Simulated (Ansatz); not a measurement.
Input of an Ansatz 0.2.0 run:

File input.yaml:

```yaml
crystal:
  lattice:
    - [2.8124553515, 0.0, 0.0]
    - [-1.4062276757, 2.4356577814, 0.0]
    - [0.0, 0.0, 4.86685]
  atoms:
    - { symbol: Al, position: [0.3333333333, 0.6666666667, 0.25] }
    - { symbol: Al, position: [0.6666666667, 0.3333333333, 0.75] }
hamiltonian:
  xc: pbesol
  pseudopotentials: { kind: paw }
kpoints:
  mp_grid: { grid: [11, 11, 6] }
scf:
  occupations: { method: fermi_dirac, width: 0.05 }
output:
  forces: true
  stress: true
  eigenvalues: true
relax:
  f_tol: 0.01
  max_steps: 40
  cell: { stress_tol: 0.05 }
```

Potentials or basis: Ansatz PAW.

Run with:

```sh
$ ansatz run input.yaml --threads 2 --pin off --max-ram 5632MiB --backend cpu --events-out ev --progress --plain --runs-dir out
```

**Question.** What does it give for the relaxed volume?

**Answer.** 16.32 Å³/atom.

**Question.** Predict the band gap on the k mesh.

**Answer.** None (metal or under the smearing width).

**Question.** Predict the space group after relaxing (to 0.05 Å).

**Answer.** P6_3/mmc (No. 194).

Step by step:
```csv
step,energy change (eV),largest force (eV/Å),volume (Å³)
1,0.0000,0.0000,33.34
2,-0.0219,0.0000,32.38
3,-0.0218,0.0000,32.70
4,-0.0227,0.0000,32.68
5,-0.0227,0.0000,32.64
6,-0.0227,0.0000,32.64
```

Caveat: the plane-wave basis is chosen anew once the cell has moved, so the energies of steps on either side of that aren't comparable; the PAW data sets come from PBE, with cores solved anew for the run's functional, which leaves a small shift of forces and pressure.
